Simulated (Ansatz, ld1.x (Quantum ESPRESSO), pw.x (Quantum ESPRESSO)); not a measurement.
# Tc: does the TM potential hold in the solid?

| Item | Value |
| --- | --- |
| Element | Tc |
| Generator | ld1.x (Quantum ESPRESSO) 7.5 |
| Type | norm-conserving Troullier–Martins (Kleinman–Bylander form) |
| Functional | PBE |
| Relativity | scalar-relativistic |
| Frozen core | [Kr] |
| Valence charge | 7 |
| Reference configuration | 4d5 5s2 5p0 |
| Partial waves | 5s (bound): rc 2.90 bohr; 4d (bound): rc 2.15 bohr; 5p (bound, empty): rc 3.65 bohr |
| Local potential | the p channel |
| Core correction | Bessel-smoothed model core inside 1.35 bohr |

Crystal test: bcc Tc in pw.x 7.5, no spin, 15³ k-points, Fermi–Dirac smearing 0.01 Ry, cutoffs 55/220 Ry. The reference is all-electron LAPW (Ansatz 0.2.0) with the same functional, mesh and smearing; V0 and B0 come from Birch–Murnaghan fits to the pressures at five volumes. Errors are pseudo minus all-electron; Δ is the rms difference of the E(V) curves that follow from these fits, minima aligned, over ±6 % about the mean V0. Mesh and smearing are coarse, so the numbers serve the comparison and aren't converged zero-temperature values; the lattice is a test structure that the element need not adopt.

All-electron: a0 = 3.083 Å (V0 = 14.65 Å³/atom), B0 = 289.0 GPa.

How far does the potential miss the all-electron equation of state?

mean pressure error (GPa): +45.76. The pressure does not cross zero within the volumes sampled, so no fit is given. The largest radius (3.65 bohr) exceeds half the bond length (2.52 bohr), so the spheres overlap, which is one possible source of error among others. This is a poor potential for the solid. Atomic configuration tests: 1 of 7 tests not solved or not reliable.

| V (Å³/atom) | P all-electron (GPa) | P pseudo (GPa) |
| --- | --- | --- |
| 13.899 | 17.20 | 72.65 |
| 14.265 | 8.23 | 58.25 |
| 14.631 | 0.42 | 45.63 |
| 14.997 | -6.37 | 34.57 |
| 15.363 | -12.28 | 24.87 |

At the middle volume, how do free energy and pressure move when the wave cutoff is lowered (ecutrho kept at four times it)?

```tsv
cutoff (Ry)	shift of F (meV/atom)	shift of P (GPa)
25	+3987.5	-164.54
33	+446.5	-31.76
44	+6.8	-1.09
```

Input at the middle volume:

```
&control
  calculation='scf', prefix='x', pseudo_dir='./', outdir='./tmp', tstress=.true., disk_io='none'
/
&system
  ibrav=0, nat=1, ntyp=1, ecutwfc=55, ecutrho=220, nbnd=11,
  occupations='smearing', smearing='fd', degauss=0.01
/
&electrons
  conv_thr=1e-09, mixing_beta=0.4, electron_maxstep=70
/
ATOMIC_SPECIES
Tc 1.0 Tc.UPF
CELL_PARAMETERS angstrom
  -1.54077068 1.54077068 1.54077068
  1.54077068 -1.54077068 1.54077068
  1.54077068 1.54077068 -1.54077068
ATOMIC_POSITIONS crystal
Tc 0.0000 0.0000 0.0000
K_POINTS automatic
15 15 15 0 0 0
```

```bash
pw.x < Tc.scf.in > Tc.scf.out
```

Lines of the output:

```
Message from routine setup:
     using ibrav=0 with symmetry is DISCOURAGED, use correct ibrav instead
     lattice parameter (alat)  =       5.0431  a.u.
     unit-cell volume          =      98.7349 (a.u.)^3
     number of electrons       =         7.00
     number of Kohn-Sham states=           11
     kinetic-energy cutoff     =      55.0000  Ry
     charge density cutoff     =     220.0000  Ry
     scf convergence threshold =      1.0E-09
     Exchange-correlation= PBE
     number of k points=   120  Fermi-Dirac smearing, width (Ry)=  0.0100
     iteration #  1     ecut=    55.00 Ry     beta= 0.40
     total energy              =     -43.89431097 Ry
     estimated scf accuracy    <       0.00861724 Ry
     iteration #  2     ecut=    55.00 Ry     beta= 0.40
     total energy              =     -43.89445482 Ry
     estimated scf accuracy    <       0.00163979 Ry
     iteration #  3     ecut=    55.00 Ry     beta= 0.40
     total energy              =     -43.89455759 Ry
     estimated scf accuracy    <       0.00012645 Ry
     iteration #  4     ecut=    55.00 Ry     beta= 0.40
     total energy              =     -43.89456131 Ry
     estimated scf accuracy    <       0.00000031 Ry
     iteration #  5     ecut=    55.00 Ry     beta= 0.40
     total energy              =     -43.89456137 Ry
     estimated scf accuracy    <       0.00000003 Ry
     iteration #  6     ecut=    55.00 Ry     beta= 0.40
     the Fermi energy is    16.2555 ev
!    total energy              =     -43.89456137 Ry
     estimated scf accuracy    <          1.0E-10 Ry
     smearing contrib. (-TS)   =      -0.00672779 Ry
     The total energy is F=E-TS. E is the sum of the following terms:
     one-electron contribution =      13.66636694 Ry
     hartree contribution      =       1.02584597 Ry
     xc contribution           =     -27.95765334 Ry
     ewald contribution        =     -30.62239315 Ry
     convergence has been achieved in   6 iterations
          total   stress  (Ry/bohr**3)                   (kbar)     P=      456.32
     Message from routine punch:
     Nothing written, as per user request (disk_io='none')
```

The run at the middle volume (120 k-points, 6 iterations) took about 5.7 s on one core of a shared host (Neoverse-V2, 96 threads, 742 GiB, load 52).
